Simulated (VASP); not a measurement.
# Mg (P6/mmm) in VASP: further runs

One crystal, Mg, is run at these levels: LDA; tasks: single point.

All numbers are computed with VASP 6.6.1; they aren't measurements. Logs are shortened: lines on timing, memory, paths and dates and some standing lists are left out, and cuts for length are marked.

## 1. The structure

Symmetry: P6/mmm, No. 191, hexagonal system. Conventional cell: a = 3.092 Å, b = 3.092 Å, c = 2.963 Å, α = 90.00°, β = 90.00°, γ = 120.00°. Around Mg (site symmetry 6/mmm) lie 8 Mg at 2.96 to 3.09 Å.

This isn't the form of Mg at room conditions, which is hcp.

## 2. Single point, LDA

Input file INCAR:

```
SYSTEM = Mg
PREC = Accurate
ENCUT = 520
EDIFF = 1E-6
ISMEAR = 0
SIGMA = 0.15
LREAL = .False.
LASPH = .True.
NELM = 100
ALGO = Fast
ISIF = 2
LWAVE = .False.
LCHARG = .False.
NBANDS = 7
```

Input file KPOINTS:

```
regular mesh
0
Gamma
  21 21 18
  0 0 0
```

Input file POSCAR:

```
Mg
1.0
    3.0920899223      0.0000000000      0.0000000000
   -1.5460449612      2.6778284235      0.0000000000
    0.0000000000      0.0000000000      2.9630907431
Mg
1
Direct
    0.0000000000      0.0000000000      0.0000000000
```

Potentials or basis: VASP PAW LDA potentials, release 64 (Mg).

Command:

```
$ cat potpaw_LDA.64/Mg/POTCAR > POTCAR
$ mpirun -np 1 vasp_std > vasp.out
```

OUTCAR:

```text
SYSTEM = Mg
   PREC = Accurate
   ENCUT = 520
   EDIFF = 1E-6
   ISMEAR = 0
   LREAL = .False.
   LASPH = .True.
   NELM = 100
   ISIF = 2

 ion  position               nearest neighbor table
   1  0.000  0.000  0.000-

  LATTYP: Found a hexagonal cell.
 ALAT       =     3.0920899223
 C/A-ratio  =     0.9582809095

  Lattice vectors:

 A1 = (   3.0920899223,   0.0000000000,   0.0000000000)
 A2 = (  -1.5460449612,   2.6778284235,   0.0000000000)
 A3 = (   0.0000000000,   0.0000000000,   2.9630907431)

Analysis of symmetry for initial positions (statically):
=====================================================================
 Subroutine PRICEL returns:
 Original cell was already a primitive cell.

 Routine SETGRP: Setting up the symmetry group for a
 hexagonal supercell.

 Subroutine GETGRP returns: Found 24 space group operations
 (whereof 24 operations were pure point group operations)
 out of a pool of 24 trial point group operations.

The static configuration has the point symmetry D_6h.

Analysis of symmetry for dynamics (positions and initial velocities):
=====================================================================
 Subroutine PRICEL returns:
 Original cell was already a primitive cell.

 Routine SETGRP: Setting up the symmetry group for a
 hexagonal supercell.

 Subroutine GETGRP returns: Found 24 space group operations
 (whereof 24 operations were pure point group operations)
 out of a pool of 24 trial point group operations.

The dynamic configuration has the point symmetry D_6h.

 Subroutine INISYM returns: Found 24 space group operations
 (whereof 24 operations are pure point group operations),
 and found     1 'primitive' translations

----------------------------------------------------------------------------------------

                                     Primitive cell

  volume of cell :      24.5346

  direct lattice vectors                    reciprocal lattice vectors
     3.092089922  0.000000000  0.000000000     0.323405860  0.186718460  0.000000000
    -1.546044961  2.677828423  0.000000000     0.000000000  0.373436920  0.000000000
     0.000000000  0.000000000  2.963090743     0.000000000  0.000000000  0.337485446

  length of vectors
     3.092089922  3.092089922  2.963090743     0.373436920  0.373436920  0.337485446

  position of ions in fractional coordinates (direct lattice)
     0.000000000  0.000000000  0.000000000

  ion indices of the primitive-cell ions
   primitive index   ion index
                 1           1

----------------------------------------------------------------------------------------

 KPOINTS: regular mesh

Automatic generation of k-mesh.
 Grid dimensions read from file:
 generate k-points for:   21   21   18

 Generating k-lattice:

  Cartesian coordinates                     Fractional coordinates (reciprocal lattice)
     0.015400279  0.008891355  0.000000000     0.047619048  0.000000000  0.000000000
     0.000000000  0.017782710  0.000000000     0.000000000  0.047619048  0.000000000
     0.000000000  0.000000000  0.018749191     0.000000000  0.000000000  0.055555556

  Length of vectors
     0.017782710  0.017782710  0.018749191

  Shift w.r.t. Gamma in fractional coordinates (k-lattice)
     0.000000000  0.000000000  0.000000000

 Subroutine IBZKPT returns following result:
 ===========================================

 Found    480 irreducible k-points:

 Following reciprocal coordinates:
            Coordinates               Weight
  0.000000  0.000000  0.000000      1.000000
  0.047619 -0.000000  0.000000      6.000000
  0.095238 -0.000000  0.000000      6.000000
  0.142857 -0.000000  0.000000      6.000000
  0.190476 -0.000000  0.000000      6.000000
  0.238095 -0.000000  0.000000      6.000000
[... 16 lines left out ...]
  0.142857  0.095238  0.000000     12.000000
  0.190476  0.095238  0.000000     12.000000
 [... further k-points ...]
   k-points           NKPTS =    480   k-points in BZ     NKDIM =    480   number of bands    NBANDS=      7
   number of dos      NEDOS =    301   number of ions     NIONS =      1
   total plane-waves  NPLWV =  13824
   dimension x,y,z NGX =    24 NGY =   24 NGZ =   24
   dimension x,y,z NGXF=    48 NGYF=   48 NGZF=   48
   ions per type =               1
   NGX,Y,Z   is equivalent  to a cutoff of  12.90, 12.90, 13.47 a.u.
   NGXF,Y,Z  is equivalent  to a cutoff of  25.81, 25.81, 26.93 a.u.
 SYSTEM =  Mg
   PREC   = accura    normal or accurate (medium, high low for compatibility)
   ISTART =      0    job   : 0-new  1-cont  2-samecut
   ICHARG =      2    charge: 1-file 2-atom 10-const
   ISPIN  =      1    spin polarized calculation?
   LNONCOLLINEAR =      F non collinear calculations
   LSORBIT =      F    spin-orbit coupling
   LASPH  =      T    aspherical Exc in radial PAW
   ENCUT  =  520.0 eV  38.22 Ry    6.18 a.u.   5.75  5.75  5.51*2*pi/ulx,y,z
   NELM   =    100;   NELMIN=  2; NELMDL= -5     # of ELM steps
   EDIFF  = 0.1E-05   stopping-criterion for ELM
   LREAL  =      F    real-space projection
   EDIFFG = 0.1E-04   stopping-criterion for IOM
   NSW    =      0    number of steps for IOM
   IBRION =     -1    ionic relax: 0-MD 1-quasi-New 2-CG
   NFREE  =      0    steps in history (QN), initial steepest desc. (CG)
   ISIF   =      2    stress and relaxation
   ISYM   =      2    0-nonsym 1-usesym 2-fastsym
   POTIM  = 0.5000    time-step for ionic-motion
   TEBEG  =    0.0;   TEEND  =   0.0 temperature during run
   PSTRESS=    0.0 pullay stress
   NELECT =       2.0000    total number of electrons
   NUPDOWN=      -1.0000    fix difference up-down
   EMIN   =  10.00;   EMAX   =-10.00  energy-range for DOS
   EFERMI =   0.00;   METHOD = LEGACY
   ISMEAR =     0;   SIGMA  =   0.15  broadening in eV -4-tet -1-fermi 0-gaus
   EFERMI_NEDOS =   21; number of points for ismear=-14 and -15
   IALGO  =     68    algorithm
   IMIX   =      4    mixing-type and parameters
     AMIX     =   0.40;   BMIX     =  1.00
     AMIX_MAG =   1.60;   BMIX_MAG =  1.00
  volume/ion in A,a.u.               =      24.53       165.57
  Fermi-wavevector in a.u.,A,eV,Ry     =   0.709836  1.341396  6.855535  0.503868
  Thomas-Fermi vector in A             =   1.796524
   LORBIT       =      0    0 simple, 1 ext, 2 COOP (PROOUT), +10 PAW based schemes
   GGA     = CA    functional components
   LHFCALC =     F    Hartree Fock is set to
   AEXX    =    0.0000 exact exchange contribution
   IVDW    =     0    specifies the selected vdW correction
   LEPSILON=     F    determine dielectric tensor
   LRPA    =     F    only Hartree local field effects (RPA)
 non-spin polarized calculation
 RMM-DIIS sequential band-by-band and
 Gauss-broadening in eV      SIGMA  =   0.15
  energy-cutoff  :      520.00
  volume of cell :       24.53
 maximum number of plane-waves:       674
 NGX is ok and might be reduce to    24

 number of electron       2.0000000 magnetization

 Free energy of the ion-electron system (eV)
  ---------------------------------------------------
  ext. energy  EPLUGINS =         0.00000000
  ---------------------------------------------------
  free energy    TOTEN  =        -1.56565031 eV

  energy without entropy =       -1.56041699  energy(sigma->0) =       -1.56303365

 E-fermi :   2.1152     XC(G=0):  -8.4468

 val. band max:        2.1090983193   @ k =   0.3333   0.2857   0.2222
 cond. band min:       2.1267568196   @ k =   0.4286  -0.0000   0.0000
 fundamental gap:      0.0176585003
 Fermi energy:         2.1151985123

 k-point     1 :       0.0000    0.0000    0.0000
  band No.  band energies     occupation
      1      -4.5237      2.00000
      2      10.5527      0.00000
      3      11.6710      0.00000
      4      14.2360      0.00000
      5      14.2360      0.00000
      6      14.9381      0.00000
      7      14.9381      0.00000

 k-point     2 :       0.0476   -0.0000    0.0000
  band No.  band energies     occupation
      1      -4.4760      2.00000
      2      10.5146      0.00000
      3      11.7101      0.00000
      4      13.2833      0.00000
      5      13.7202      0.00000
      6      15.1285      0.00000
      7      15.5354      0.00000

 k-point     3 :       0.0952   -0.0000    0.0000
  band No.  band energies     occupation
      1      -4.3333      2.00000
      2      10.3106      0.00000
      3      11.8275      0.00000
      4      12.0100      0.00000
      5      13.0396      0.00000
      6      14.9986      0.00000
      7      16.4601      0.00000

 k-point     4 :       0.1429   -0.0000    0.0000
  band No.  band energies     occupation
      1      -4.0958      2.00000
      2       9.5722      0.00000
      3      11.2249      0.00000
      4      12.0233      0.00000
      5      12.4177      0.00000
      6      14.8065      0.00000
      7      17.4875      0.00000

 k-point     5 :       0.1905   -0.0000    0.0000
  band No.  band energies     occupation
      1      -3.7643      2.00000
      2       8.3303      0.00000
      3      10.9400      0.00000
      4      11.8704      0.00000
      5      12.2978      0.00000
      6      14.7163      0.00000
      7      18.5994      0.00000
[... 161 lines left out ...]
 k-point    22 :       0.0952    0.0952    0.0000
  band No.  band energies     occupation
      1      -3.9536      2.00000
      2       9.5539      0.00000
      3       9.9910      0.00000
      4      12.1410      0.00000
      5      12.5414      0.00000
      6      15.8299      0.00000
      7      16.6459      0.00000

 k-point    23 :       0.1429    0.0952    0.0000
  band No.  band energies     occupation
      1      -3.6226      2.00000
      2       8.4581      0.00000
      3       9.2814      0.00000
      4      12.4156      0.00000
      5      12.5884      0.00000
      6      15.7770      0.00000
      7      17.4158      0.00000

 k-point    24 :       0.1905    0.0952    0.0000
  band No.  band energies     occupation
      1      -3.1986      2.00000
      2       7.1177      0.00000
      3       8.8404      0.00000
      4      12.6953      0.00000
      5      12.7692      0.00000
      6      15.6369      0.00000
      7      18.4887      0.00000

 [... further k-points ...]

------------------------ aborting loop because EDIFF is reached ----------------------------------------

  FORCE on cell =-STRESS in cart. coord.  units (eV):
  Direction    XX          YY          ZZ          XY          YZ          ZX
  --------------------------------------------------------------------------------------
  -------------------------------------------------------------------------------------
  Total       -0.2839623     -0.2839623      0.1274645      0.0000000      0.0000000      0.0000000
  in kB      -18.5434901    -18.5434901      8.3237701      0.0000000      0.0000000      0.0000000
  external PRESSURE =      -9.5877367 kB  Pullay stress =       0.0000000 kB

 VOLUME and BASIS-vectors are now :
 -----------------------------------------------------------------------------
  energy-cutoff  :      520.00
  volume of cell :       24.53
      direct lattice vectors                 reciprocal lattice vectors
     3.092089922  0.000000000  0.000000000     0.323405860  0.186718460  0.000000000
    -1.546044961  2.677828423  0.000000000     0.000000000  0.373436920  0.000000000
     0.000000000  0.000000000  2.963090743     0.000000000  0.000000000  0.337485446

 POSITION                                       TOTAL-FORCE (eV/Angst)
 -----------------------------------------------------------------------------------
      0.00000      0.00000      0.00000        -0.000000      0.000000      0.000000
 -----------------------------------------------------------------------------------
    total drift:                                0.000000      0.000000      0.000000

  FREE ENERGIE OF THE ION-ELECTRON SYSTEM (eV)
  ---------------------------------------------------
  free  energy   TOTEN  =        -1.5656503141 eV

  energy  without entropy=       -1.5604169928  energy(sigma->0) =       -1.56303365
```

Wall time 20 s (1 thread of Intel Xeon Platinum 8488C (Sapphire Rapids), shared host); peak memory 0.19 GiB.

Results:

```
Free energy            : -1.5657 eV
Pressure               : -1.0 GPa
Band gap on the k mesh : none (metal or under the smearing width)
```

Stress tensor (GPa, compression positive):
```
-1.85  0.00  0.00
 0.00 -1.85  0.00
 0.00  0.00  0.83
```

## 3. Single point, LDA

This run uses another cell than the first one, of the same volume but with other edges.

Input file INCAR:

```
PREC = Accurate ; ENCUT = 520
EDIFF = 1E-6 ; ISMEAR = 0
SIGMA = 0.15 ; LREAL = F
LASPH = T ; NELM = 100
ALGO = Normal ; ISIF = 2
LWAVE = F ; LCHARG = F
NBANDS = 7
```

Input file KPOINTS:

```
regular mesh
0
Gamma
  21 21 18
```

Input file POSCAR:

```
Mg
1.0
    2.7948686929      0.0000000000      0.0000000000
   -1.3974343465      2.4204272883      0.0000000000
    0.0000000000      0.0000000000      3.6268230281
Mg
1
Direct
    0.0000000000      0.0000000000      0.0000000000
```

Potentials or basis: VASP PAW LDA potentials, release 64 (Mg).

Command:

```
$ cat potpaw_LDA.64/Mg/POTCAR > POTCAR
$ mpirun -np 1 vasp_std > vasp.out
```

OUTCAR:

```text
PREC = Accurate
   ENCUT = 520
   EDIFF = 1E-6
   ISMEAR = 0
   LREAL = F
   LASPH = T
   NELM = 100
   ISIF = 2

 ion  position               nearest neighbor table
   1  0.000  0.000  0.000-

  LATTYP: Found a hexagonal cell.
 ALAT       =     2.7948686929
 C/A-ratio  =     1.2976720650

  Lattice vectors:

 A1 = (   2.7948686929,   0.0000000000,   0.0000000000)
 A2 = (  -1.3974343465,   2.4204272883,   0.0000000000)
 A3 = (   0.0000000000,   0.0000000000,   3.6268230281)

Analysis of symmetry for initial positions (statically):
=====================================================================
 Subroutine PRICEL returns:
 Original cell was already a primitive cell.

 Routine SETGRP: Setting up the symmetry group for a
 hexagonal supercell.

 Subroutine GETGRP returns: Found 24 space group operations
 (whereof 24 operations were pure point group operations)
 out of a pool of 24 trial point group operations.

The static configuration has the point symmetry D_6h.

Analysis of symmetry for dynamics (positions and initial velocities):
=====================================================================
 Subroutine PRICEL returns:
 Original cell was already a primitive cell.

 Routine SETGRP: Setting up the symmetry group for a
 hexagonal supercell.

 Subroutine GETGRP returns: Found 24 space group operations
 (whereof 24 operations were pure point group operations)
 out of a pool of 24 trial point group operations.

The dynamic configuration has the point symmetry D_6h.

 Subroutine INISYM returns: Found 24 space group operations
 (whereof 24 operations are pure point group operations),
 and found     1 'primitive' translations

----------------------------------------------------------------------------------------

[... 108 lines left out ...]
   IMIX   =      4    mixing-type and parameters
     AMIX     =   0.40;   BMIX     =  1.00
     AMIX_MAG =   1.60;   BMIX_MAG =  1.00
  volume/ion in A,a.u.               =      24.53       165.57
  Fermi-wavevector in a.u.,A,eV,Ry     =   0.709836  1.341396  6.855535  0.503868
  Thomas-Fermi vector in A             =   1.796524
   LORBIT       =      0    0 simple, 1 ext, 2 COOP (PROOUT), +10 PAW based schemes
   GGA     = CA    functional components
   LHFCALC =     F    Hartree Fock is set to
   AEXX    =    0.0000 exact exchange contribution
   IVDW    =     0    specifies the selected vdW correction
   LEPSILON=     F    determine dielectric tensor
   LRPA    =     F    only Hartree local field effects (RPA)
 non-spin polarized calculation
 Gauss-broadening in eV      SIGMA  =   0.15
  energy-cutoff  :      520.00
  volume of cell :       24.53
 maximum number of plane-waves:       685
 NGX is ok and might be reduce to    24

 number of electron       2.0000000 magnetization

 Free energy of the ion-electron system (eV)
  ---------------------------------------------------
  ext. energy  EPLUGINS =         0.00000000
  ---------------------------------------------------
  free energy    TOTEN  =        -1.36430563 eV

  energy without entropy =       -1.36007361  energy(sigma->0) =       -1.36218962

 E-fermi :   1.9571     XC(G=0):  -8.3298

 val. band max:        1.9308345364   @ k =   0.4286   0.0952   0.3333
 cond. band min:       1.9583035341   @ k =   0.4286   0.0476   0.4444
 fundamental gap:      0.0274689977
 Fermi energy:         1.9570577305

 k-point     1 :       0.0000    0.0000    0.0000
  band No.  band energies     occupation
      1      -4.6460      2.00000
      2       6.0359      0.00000
      3       6.9267      0.00000
      4      17.1603      0.00000
      5      17.1603      0.00000
      6      19.9796      0.00000
      7      19.9796      0.00000
[... 221 lines left out ...]
 k-point    24 :       0.1905    0.0952    0.0000
  band No.  band energies     occupation
      1      -3.0306      2.00000
      2       7.4401      0.00000
      3       8.0202      0.00000
      4       9.6199      0.00000
      5      12.9035      0.00000
      6      18.4671      0.00000
      7      19.2381      0.00000

 [... further k-points ...]

------------------------ aborting loop because EDIFF is reached ----------------------------------------

  FORCE on cell =-STRESS in cart. coord.  units (eV):
  Direction    XX          YY          ZZ          XY          YZ          ZX
  --------------------------------------------------------------------------------------
  -------------------------------------------------------------------------------------
  Total        1.6007613      1.6007613     -0.8211925     -0.0000000      0.0000000      0.0000000
  in kB      104.5339448    104.5339448    -53.6260430     -0.0000000      0.0000000      0.0000000
  external PRESSURE =      51.8139489 kB  Pullay stress =       0.0000000 kB

 VOLUME and BASIS-vectors are now :
 -----------------------------------------------------------------------------
  energy-cutoff  :      520.00
  volume of cell :       24.53
      direct lattice vectors                 reciprocal lattice vectors
     2.794868693  0.000000000  0.000000000     0.357798562  0.206575096  0.000000000
    -1.397434347  2.420427288  0.000000000     0.000000000  0.413150192  0.000000000
     0.000000000  0.000000000  3.626823028     0.000000000  0.000000000  0.275723406

 POSITION                                       TOTAL-FORCE (eV/Angst)
 -----------------------------------------------------------------------------------
      0.00000      0.00000      0.00000         0.000000      0.000000      0.000000
 -----------------------------------------------------------------------------------
    total drift:                                0.000000     -0.000000      0.000000

  FREE ENERGIE OF THE ION-ELECTRON SYSTEM (eV)
  ---------------------------------------------------
  free  energy   TOTEN  =        -1.3643056309 eV

  energy  without entropy=       -1.3600736069  energy(sigma->0) =       -1.36218962
```

stdout:

```text
POSCAR found type information on POSCAR Mg
 POSCAR found :  1 types and       1 ions
 scaLAPACK will be used
 LDA part: xc-table for (Slater(with rela. corr.)+CA(PZ))
 , standard interpolation
 POSCAR, INCAR and KPOINTS ok, starting setup
 FFT: planning ... GRIDC
 FFT: planning ... GRID_SOFT
 FFT: planning ... GRID
 WAVECAR not read
 entering main loop
```

Run time: 23 s. Hardware: 1 thread of Intel Xeon Platinum 8488C (Sapphire Rapids), shared host; peak memory 0.2 GiB.

Results:

```
Free energy            : -1.3643 eV
Pressure               : 5.2 GPa
Band gap on the k mesh : none (metal or under the smearing width)
```
